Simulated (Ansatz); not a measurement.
Start of a relaxation of SrO₃:

```cif
data_structure
_symmetry_space_group_name_H-M 'I4/mcm'
_symmetry_Int_Tables_number 140
_cell_length_a 6.6539
_cell_length_b 6.6539
_cell_length_c 9.4101
_cell_angle_alpha 90.000
_cell_angle_beta 90.000
_cell_angle_gamma 90.000
_cell_volume 416.63
loop_
_atom_site_label
_atom_site_type_symbol
_atom_site_symmetry_multiplicity
_atom_site_Wyckoff_symbol
_atom_site_fract_x
_atom_site_fract_y
_atom_site_fract_z
_atom_site_occupancy
Sr1 Sr 4 c 0.50000 0.50000 0.00000 1
O1 O 8 h 0.76877 0.26877 0.00000 1
O2 O 4 a 0.50000 0.50000 0.25000 1
```

These are results of DFT PBE, scalar-relativistic, plane waves, PAW (Ansatz), not measurements. Cutoff 420 eV, Gaussian smearing, Γ-centred meshes. Cell and atoms relax first on a coarse mesh and then on a finer one. In between, the cell is made exact in the group found at 0.06 Å. In metals the finer mesh still leaves noise of several meV/atom or more. The steps can't lower the symmetry of their start. Collinear spin is switched on along the way, since trial moments persisted in a coarse test.

A guess keeps its type if space group and coordination stay and the shape of the cell changes little (axis ratios within about 15 %, angles within 6°); the volume may change.

Problem. Does it keep its structure type, or change into something else?

Solution. It doesn't keep its type. The symmetry stays I4/mcm (No. 140). The volume per atom shrinks by 15.8 %, from 26.0 to 21.9 Å³. The shortest distance goes from 2.35 Å (Sr–O) to 1.30 Å (O–O). The end holds O–O pairs (shortest 1.30 Å, as in superoxide). The ratio c/a of the conventional cell changes by a factor of 1.03. Counting neighbours within 15 % of an atom's shortest distance, the start has O 2, Sr 6 and the end O 1/2, Sr 2. In detail, at the end around Sr lie 2 O at 2.26 Å and 4 O at 2.69 Å; around O on a site of symmetry m2m lie 1 O at 1.30 Å and 2 Sr at 2.69 Å; around O on a site of symmetry 422 lie 2 Sr at 2.26 Å.

```cif
data_structure
_symmetry_space_group_name_H-M 'P 1'
_symmetry_Int_Tables_number 1
_cell_length_a 6.3111
_cell_length_b 6.3111
_cell_length_c 6.3111
_cell_angle_alpha 120.839
_cell_angle_beta 120.839
_cell_angle_gamma 88.552
_cell_volume 175.43
loop_
_atom_site_label
_atom_site_type_symbol
_atom_site_fract_x
_atom_site_fract_y
_atom_site_fract_z
_atom_site_occupancy
Sr1 Sr 0.50000 0.50000 0.00000 1
Sr2 Sr 0.00000 0.00000 0.00000 1
O1 O 0.42613 0.92613 0.35226 1
O2 O 0.92613 0.57387 0.50000 1
O3 O 0.75000 0.75000 0.00000 1
O4 O 0.57387 0.07387 0.64774 1
O5 O 0.07387 0.42613 0.50000 1
O6 O 0.25000 0.25000 0.00000 1
```

The zero of energy is the elements' standard structures at the same level (O₂ as a molecule); no fitted shifts are applied.

Problem. At what energy does it end?

Solution. −0.98 eV/atom. It lies below the elements, which doesn't yet make it stable against other compounds or structures.

The last run used collinear spin, an 8×8×8 mesh for its 8-atom cell and Gaussian smearing of 0.10 eV. The magnetic state reached may not be the lowest. Symmetry constrained the relaxation, so the result can be a saddle point.

In counts of neighbours, a slash parts the counts of unlike sites.
